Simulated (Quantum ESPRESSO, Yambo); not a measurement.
# ZrSe2 (1T monolayer): G0W0 with Yambo, start to end, part 3 of 3

How does a plane-wave GW calculation on ZrSe2 (1T monolayer) run from the first input to the gap?

Quantum ESPRESSO 7.5 and Yambo 5.3.0; PBE and many-body steps on it, plane waves. Known limits of the many-body steps: not at the basis limit; no spin-orbit coupling.

So far. Step 3 (Bands along the symmetry lines): The gap is 0.530 eV, −0.021 eV from the run before at this level. Step 4 (Empty states on the mesh, 6×6×1 mesh, 124 bands): On this mesh the gap is 0.530 eV.

### Step 6. Screening and self-energy, 6×6×1 mesh, 124 bands, screening to 108.8 eV

G0W0 replaces the xc potential by the self-energy, built once from these orbitals. Only a window of levels is corrected, while the sums run over the empty bands that the input names.

This step: G0W0 on PBE, plane waves, norm-conserving pseudopotentials.

Contents of gw1.in:

```
HF_and_locXC
gw0
dyson
ppa
em1d
rim_cut
rim_w
RandQpts= 3000000
RandGvec= 100 RL
CUTGeo= "slab z"
RandGvecW= 9 RL
EXXRLvcs= 104 Ry
VXCRLvcs= 416 Ry
Chimod= "HARTREE"
% BndsRnXp
 1 | 124 |
%
NGsBlkXp= 8 Ry
% LongDrXp
 1 | 1 | 0 |
%
% GbndRnge
 1 | 124 |
%
DysSolver= "n"
ExtendOut
PPAPntXp= 27.21138 eV
% QPkrange
 1 | 1 | 29 | 32 |
 4 | 4 | 29 | 32 |
%
```

Started as:

```sh
> OMP_NUM_THREADS=2 mpirun -n 4 yambo -F gw1.in -J gw1 -C gw1 > gw1.log
```

What it wrote:

```text
 Yambo, version 5.3.0

 [02] CORE Variables Setup
 =========================

  [... cell, symmetries and grids as in the set-up ...]

  [02.05] Energies & Occupations
  ==============================

  [X] === General ===
  [X] Electronic Temperature                        :  0.000000  0.000000 [eV K]
  [X] Bosonic    Temperature                        :  0.000000  0.000000 [eV K]
  [X] Finite Temperature mode                       : no
  [X] El. density                                   :  0.29858E+24 [cm-3]
  [X] Fermi Level                                   :  0.171324 [eV]

  [X] === Gaps and Widths ===
  [X] Conduction Band Min                           :  0.529598 [eV]
  [X] Valence Band Max                              :  0.000000 [eV]
  [X] Filled Bands                                  :  30
  [X] Empty Bands                                   :   31  124
  [X] Direct Gap                                    :  1.128932 [eV]
  [X] Direct Gap localized at k                     :  1
  [X] Indirect Gap                                  :  0.529598 [eV]
  [X] Indirect Gap between kpts                     :   1   4
  [X] Last valence band width                       :  1.924907 [eV]
  [X] 1st conduction band width                     :  1.311309 [eV]

 [03] Transferred momenta grid and indexing
 ==========================================

 IBZ Q-points                                      :   7
 BZ  Q-points                                      :   36

 K/Q-points units:
 rlu = crystal or reduced units; cc = cartesian coordinates; iku = interal k-units

 Q [1]          [rlu]:  0.000000  0.000000  0.000000
 Q [2]          [rlu]:  0.51729E-17  0.16667       0.0000
 Q [3]          [rlu]:  0.10346E-16  0.33333       0.0000
 Q [4]          [rlu]: -0.15519E-16 -0.50000       0.0000
 Q [5]          [rlu]:  0.166667  0.166667  0.000000
 Q [6]          [rlu]:  0.166667  0.333333  0.000000
 Q [7]          [rlu]:  0.333333  0.333333  0.000000

 [04] Coloumb potential Random Integration (RIM)
 ===============================================

 Performing RIM of v_slab

  [04.01] RIM initialization
  ==========================

  * Diagonal components only detected *

  8 x (sBL volume)        :  0.040647 [a.u.]
  sBZ random points       :  3000000
  Points outside the sBZ  :  24000829
  RL volume               :  0.182913 [a.u.]
  Integrated volume       :  0.182907 [a.u.]

  [04.02] RIM integrals
  =====================

  Gamma point sphere radius             :  0.039453 [a.u.]
  Points outside the sphere             :  2398884
  [Int_sBZ(q=0) 1/q^2]*(Vol_sBZ)^(-1/3) =:  7.536990
                                 should be <:  7.795600

  Summary of Coulomb integrals for non-metallic bands |Q|[au] RIM/Bare

  Q [1] 0.100000E-4 0.966826 * Q [2] 0.168026 1.020985
  Q [5] 0.291029 1.031060 * Q [3] 0.336051 1.027409
  Q [6] 0.444554 1.018761 * Q [4] 0.504077 1.014916
  Q [7] 0.582058 1.011580
  Non-periodic chartesian directions : none
  Optical renormalization            :  30.23562 [au]
  Polarizability dimension           : length

 [05] Coloumb potential CutOffslab
 =================================

 Cut directionsZ
 Slab Cutoff:Z
 Symmetry test passed : yes

 [06] Dipoles
 ============

  [06.01] Setup: observables and procedures
  =========================================

  [WARNING] [x,Vnl] slows the Dipoles computation. To neglect it rename the ns.kb_pp file

 [07] Dynamic Dielectric Matrix (PPA)
 ====================================

 [WR./gw1//ndb.pp]---------------------------------------------------------------
  Brillouin Zone Q/K grids (IBZ/BZ)                :    7   36    7   36
  RL vectors                                       :  28483 [WF]
  Coulomb cutoff potential                         : slab z
  Electronic Temperature                           :  0.000000 [K]
  Bosonic    Temperature                           :  0.000000 [K]
  PPA    diel. fun.  energies                      : Perdew, Burke & Ernzerhof(X)+Perdew, Burke & Ernzerhof(C)
  wavefunctions                                    : Perdew, Burke & Ernzerhof(X)+Perdew, Burke & Ernzerhof(C)
  Global Gauge                                     : length
  X matrix size                                    :   549
  X band range                                     :    1  124
  X e/h energy range                               : -1.000000 -1.000000 [eV]
  X Time ordering                                  : R
  X Hxc Kernel                                     : HARTREE
  X Drude frequency                                :  0.000000  0.000000
  X poles                                          :  100.0000 [o/o]
  RL vectors in the sum                            :  28483
  [r,Vnl] included                                 : yes
  Field direction                                  :  0.707107E-5  0.707107E-5   0.00000
  BZ energy Double Grid                            : no
  BZ energy DbGd points                            : 0
  BZ Q point size factor                           : -1.000000
  X Optical Averaged directions                    : none

 [08] Local Exchange-Correlation + Non-Local Fock
 ================================================

 [VXC] Plane waves :  194387
 [EXS] Plane waves :  24321

 QP @ state[ 1 ] K range:  1  1
 QP @ state[ 1 ] b range:   29   32
 QP @ state[ 2 ] K range:   4   4
 QP @ state[ 2 ] b range:   29   32

 [xc] Functional : Perdew, Burke & Ernzerhof(X)+Perdew, Burke & Ernzerhof(C)
 [xc] LIBXC used to calculate xc functional
  PP Number of Atomic Species                      :  2
  NLCC RL compoments                               :  194387
  PP Number of Atomic Species                      :  2
  NLCC RL compoments                               :  194387

 [xc] E_xc :  -56.40697 [Ha]
      E_xc :  -112.8139 [Ry]

  Local XC kind (lXC) : Perdew, Burke & Ernzerhof(X)+Perdew, Burke & Ernzerhof(C)
  Non-Local XC kind (nlXC) : Hartree-Fock

  Corrections @ K [1] :  [eV]
 <29|nlXC|29> = -16.42397 -0.13874E-17 <29|lXC|29> = -14.68465  0.000000
 <30|nlXC|30> = -16.42403  0.95198E-17 <30|lXC|30> = -14.68465  0.000000
 <31|nlXC|31> = -8.699807  0.75319E-18 <31|lXC|31> = -13.95999  0.000000
 <32|nlXC|32> = -8.699824  0.23604E-17 <32|lXC|32> = -13.96001 -0.37763E-15

  Corrections @ K [4] :  [eV]
 <29|nlXC|29> = -16.02254 -0.66730E-17 <29|lXC|29> = -13.31444  0.23602E-16
 <30|nlXC|30> = -16.35372 -0.32404E-17 <30|lXC|30> = -13.97028  0.000000
 <31|nlXC|31> = -8.664474 -0.18946E-17 <31|lXC|31> = -13.12646  0.94408E-16
 <32|nlXC|32> = -8.625446  0.12440E-18 <32|lXC|32> = -15.14308  0.000000

 [09] Dyson equation: Newton solver
 ==================================

  [09.01] RIM-W interpolation
  ===========================

  [WARNING] RIM-W works only for 2D semiconductors with slab cutoff
  Found compatible q grid: 2D
  q_min[ 1 ]:  0.16667      0.47267E-11   0.0000     [rlu]
   0.166667  0.083333  0.000000 [iku]
  q_min[ 2 ]:  0.46907E-11  0.16667       0.0000     [rlu]
   0.19851E-10  0.16667       0.0000     [iku]
  G-vectors :   9
  G-vectors loaded:   63
  Number of interpolated frequencies:  2

  Evaluating coefficients q = 0
  Evaluating coefficients q = 0

  [09.02] RIM-W integrals
  =======================

  8 x (sBL volume)        :  0.040647 [a.u.]
  sBZ random points       :  3000000
  Points outside the sBZ  :  24000829
  RL volume               :  0.182913 [a.u.]
  Integrated volume       :  0.182907 [a.u.]

  [09.03] RIM integrals
  =====================

  Comparison between head Wc = W - v averages: < Wc > [au] RIM-W/RIM

   < -Wc [Q = 1] > 0.395283E-1 0.767427E-4 * < -Wc [Q = 2] > 0.005158 0.004982
   < -Wc [Q = 3] > 0.941851E-3 0.923215E-3 * < -Wc [Q = 4] > 0.322962E-3 0.319660E-3
   < -Wc [Q = 5] > 0.001369 0.001337 * < -Wc [Q = 6] > 0.454337E-3 0.449166E-3
   < -Wc [Q = 7] > 0.218746E-3 0.217234E-3

  Comparison between head Wc = W - v averages: < Wc > [au] RIM-W/RIM

   < -Wc [G = 1,G`=0] > 0.395283E-1 0.767427E-4 * < -Wc [G = 2,G`=0] >-0.002048 0.000000
   < -Wc [G = 3,G`=0] >-0.002048 0.000000 * < -Wc [G = 4,G`=0] > 0.116794E-4  0.00000
   < -Wc [G = 5,G`=0] > 0.116978E-4  0.00000 * < -Wc [G = 6,G`=0] > 0.139173E-3  0.00000
   < -Wc [G = 7,G`=0] > 0.139138E-3  0.00000 * < -Wc [G = 8,G`=0] >-0.281886E-4  0.00000
   < -Wc [G = 9,G`=0] >-0.281831E-4  0.00000

 [10] G0W0 (W PPA)
 =================

 [  GW  ] Bands range     :    1  124
 [GW/PPA] G damping       :  0.100000 [eV]

 QP @ state[ 1 ] K range:  1  1
 QP @ state[ 1 ] b range:   29   32
 QP @ state[ 2 ] K range:   4   4
 QP @ state[ 2 ] b range:   29   32

  Sc/G bands                                       :    1  124
  Sc/G damping                                     :  0.100000 ev
  Sc bands terminator                              : no
  Sx RL components                                 :  24321

  QP @ state[ 1 ] K range                          :  1  1
  QP @ state[ 1 ] b range                          :   29   32
  QP @ state[ 2 ] K range                          :   4   4
  QP @ state[ 2 ] b range                          :   29   32
  GF energies kind                                 : Perdew, Burke & Ernzerhof(X)+Perdew, Burke & Ernzerhof(C)
  GF WF`s kind                                     : Perdew, Burke & Ernzerhof(X)+Perdew, Burke & Ernzerhof(C)
  Xs energies kind                                 : Perdew, Burke & Ernzerhof(X)+Perdew, Burke & Ernzerhof(C)
  Xs WF`s kind                                     : Perdew, Burke & Ernzerhof(X)+Perdew, Burke & Ernzerhof(C)

 [14] Game Over & Game summary
```

Wall time 9.8 min (4 MPI ranks of AMD EPYC 7R43, shared host); peak memory 5.8 GiB; 62 min of CPU time.

This step gave:

```
G0W0 gap on the points computed              : 1.503 eV
starting gap on the mesh                     : 0.5296 eV
k of the valence top                         : 0, 0, 0
k of the conduction bottom                   : 0, -0.5, 0
least direct G0W0 gap on the computed points : 2.265 eV
Z at the valence top                         : 0.7311
Z at the conduction bottom                   : 0.7264
```

The gap on the mesh goes from 0.53 eV to 1.50 eV, a correction of +0.97 eV. The start differs from the 0.55 eV found before because the two sample other k points.

Limits: finite bands, cutoff and mesh; no spin-orbit coupling. v1 is the top filled band, c1 the lowest empty one. The levels before and after the correction (eV, zero at the valence-band top of each column):

```tsv
	conduction bottom	valence top
Kohn-Sham	0.53	0.00
G0W0	1.50	0.00
```

```tsv
	level	energy (eV)
Kohn-Sham	Γ v2-v1	0.000
Kohn-Sham	Γ c1-c2	1.129
Kohn-Sham	(0 -0.5 0) v2	-1.453
Kohn-Sham	(0 -0.5 0) v1	-1.047
Kohn-Sham	(0 -0.5 0) c1	0.530
Kohn-Sham	(0 -0.5 0) c2	2.573
G0W0	Γ v2-v1	0.000
G0W0	Γ c1-c2	2.265
G0W0	(0 -0.5 0) v2	-1.706
G0W0	(0 -0.5 0) v1	-1.203
G0W0	(0 -0.5 0) c1	1.503
G0W0	(0 -0.5 0) c2	3.906
```

### Step 7. Where the time went

Times are wall times on the hardware named with each run, good to a factor of about two.

```tsv
step	time	share	memory (GiB)
ground state	58 s	8 %	1.8
bands along the symmetry lines	31 s	4 %	1.6
empty states on the mesh	35 s	5 %	1.6
conversion and set-up	7.2 s	1 %	0.27
screening and self-energy	9.8 min	82 %	5.8
```

### Step 8. Outcome

```yaml
pbe_gap: 0.53 eV, indirect
g0w0_gap_on_the_mesh: 1.50 eV
gw_settings: 6×6×1 mesh, 124 bands, screening to 108.8 eV, Godby-Needs plasmon pole
known_limits: not at the basis limit; no spin-orbit coupling
```

What this shows: G0W0 moves the gap on the mesh from 0.53 eV to 1.50 eV (+0.97 eV), with Z of 0.73 and 0.73 at the edges. Only 2 of the mesh's irreducible points were corrected, so a valley elsewhere could overtake. The dearest step here is «screening and self-energy». Bands and cutoff are finite, so the gap is not at the basis limit. The miss can reach some tenths of an eV and take either sign; the mesh is an error of its own. In the G0W0 run levels were corrected at 2 k points alone, so a gap called «on the mesh» is the least over those, and an edge elsewhere would be missed. The many-body steps are scalar-relativistic: spin-orbit coupling is not in them.

[Paths, hosts, dates, memory and timing lines, banners, echoed tables and standing remarks are left out of the program output.]

[Logs are printed without paths, hosts, clocks, repeated set-up lines and the standing remarks that a program may print on its own settings, such as how far it seeks lower states.]

[Runs of the session that timed out or met a known fault of the program may be left out.]

[Hosts, paths, dates, database ids (printed as entryN), source tags and the programs' standing remarks are cut or masked in the printed files.]
